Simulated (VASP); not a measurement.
# CdO (Monteponite): equation of state with PBEsol

The system is CdO (Monteponite).

```xyz
2
Lattice="0.0000 2.3495 2.3495 2.3495 0.0000 2.3495 2.3495 2.3495 0.0000" Properties=species:S:1:pos:R:3 pbc="T T T"
Cd    0.0000    0.0000    0.0000
O     2.3495    2.3495    2.3495
```

| Property | Result |
| --- | --- |
| Program | VASP 6.6.1 |
| Task | equation of state |
| Functional | PBEsol |
| Potentials or basis | VASP PAW PBE potentials, release 64 (Cd, O) |
| Cutoff | 520 eV |
| k mesh | 10 × 10 × 10 |
| Occupations | fermi-dirac, width 0.05 eV |
| Spin | no spin polarisation |
| Ladder | free |
| Further INCAR settings | ALGO = Normal; EDIFF = 1e-07; NBANDS = 16 |

The equilibrium volume is 13.05 Å³/atom. The bulk modulus is 145 GPa and the pressure derivative of the bulk modulus is 4.8.

Energy against volume, from the lowest point:
```tsv
volume (Å³/atom)	energy (meV/atom)
12.191	28.92
12.451	13.39
12.710	3.97
12.970	0.00
13.229	0.85
13.488	6.00
13.748	15.01
```

All runs of the series together: 2.3 min on 1 thread of Intel(R) Xeon(R) Platinum 8488C (Sapphire Rapids) (shared host).

Caveat: the PAW data sets were made with another functional, which shifts forces and pressure a little. Zero-point motion and thermal expansion aren't in these numbers.
